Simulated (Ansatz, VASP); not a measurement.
**Two plane-wave programs on Al2Pt**

```
Pt Al
1.0
     0.00000    2.95500    2.95500
     2.95500    0.00000    2.95500
     2.95500    2.95500    0.00000
Pt Al
1 2
Cartesian
  0.0000 0.0000 0.0000
  4.4325 4.4325 4.4325
  1.4775 1.4775 1.4775
```

Alike in both runs: task relaxation of cell and atoms; functional PBE; k mesh 8 × 8 × 8; occupations fermi-dirac, width 0.05 eV; no spin polarisation.

|  | VASP | Ansatz |
| --- | --- | --- |
| version | VASP 6.6.1 | Ansatz 0.2.0 |
| potentials or method | VASP PAW PBE potentials, release 64 (Pt, Al) | Ansatz PAW |
| plane-wave cutoff (eV) | 600 | 420 |
| valence electrons in the cell | 16 | 24 |

VASP gave:

```
gap on the k mesh at the Fermi level, each at its own relaxed structure (eV) : none
relaxed volume (Å³/atom)                                                     : 17.51
relaxed cell length with the largest relative difference (Å)                 : 4.204
energy change over the relaxation (meV/atom)                                 : -2
```

**Question.** Estimate Ansatz's values.

**Answer.** gap on the k mesh at the Fermi level, each at its own relaxed structure (eV): none; relaxed volume (Å³/atom): 17.53; relaxed cell length with the largest relative difference (Å): 4.205; energy change over the relaxation (meV/atom): -2.

A gap of «none» marks a metal or a gap that the smearing closes. The two sets of potentials don't hold the same shells in valence.

Caveats: the plane-wave basis is chosen anew once the cell has moved, so the energies of steps on either side of that aren't comparable (Ansatz). Spin-orbit coupling is left out, which matters for the levels of Pt. Zero-point motion and thermal expansion aren't in these numbers. PBE usually gives volumes a little too large and moduli too small.
